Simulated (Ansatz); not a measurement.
Crystal: Cu.

```
Cu
1.0
     2.53076    0.00000    0.00000
    -1.26538    2.19171    0.00000
     0.00000    0.00000    8.26182
Cu
4
Direct
  0.66667 0.33333 0.75000
  0.00000 0.00000 0.50000
  0.33333 0.66667 0.25000
  0.00000 0.00000 0.00000
```

This isn't the form of Cu at room conditions, which is fcc.

```yaml
Program: Ansatz 0.2.0
Task: relaxation of cell and atoms
Functional: RPBE
Potentials_or_basis: Ansatz PAW
Cutoff: "420 eV (not typed: the program's choice for these potentials)"
k_mesh: 12 × 12 × 4
Occupations: fermi-dirac, width 0.05 eV
Spin: no spin polarisation
```

At the start: volume 11.46 Å³/atom.

Task: How do energy, volume and symmetry change on relaxing?

Result: It ends after 8 steps and the volume is 12.41 Å³/atom (+8.3 %); space group P6_3/mmc (No. 194, to 0.05 Å).

Step by step:
```
step  energy change (eV)  largest force (eV/Å)  volume (Å³)
   1              0.0000                0.0000        45.83
   2             -0.0938                0.0000        47.56
   3             -0.1283                0.0000        49.36
   4             -0.1288                0.0000        49.65
   5             -0.1288                0.0000        49.67
   6             -0.1314                0.0000        49.67
   7             -0.1315                0.0000        49.63
   8             -0.1314                0.0000        49.63
```

Final structure:
```
Cu
1.0
     2.60317    0.00000    0.00000
    -1.30158    2.25441    0.00000
     0.00000    0.00000    8.45647
Cu
4
Direct
  0.66667 0.33333 0.75000
  0.00000 0.00000 0.50000
  0.33333 0.66667 0.25000
  0.00000 0.00000 0.00000
```

Caveat: the plane-wave basis is chosen anew once the cell has moved, so the energies of steps on either side of that aren't comparable; the PAW data sets come from PBE, with cores solved anew for the run's functional, which leaves a small shift of forces and pressure.
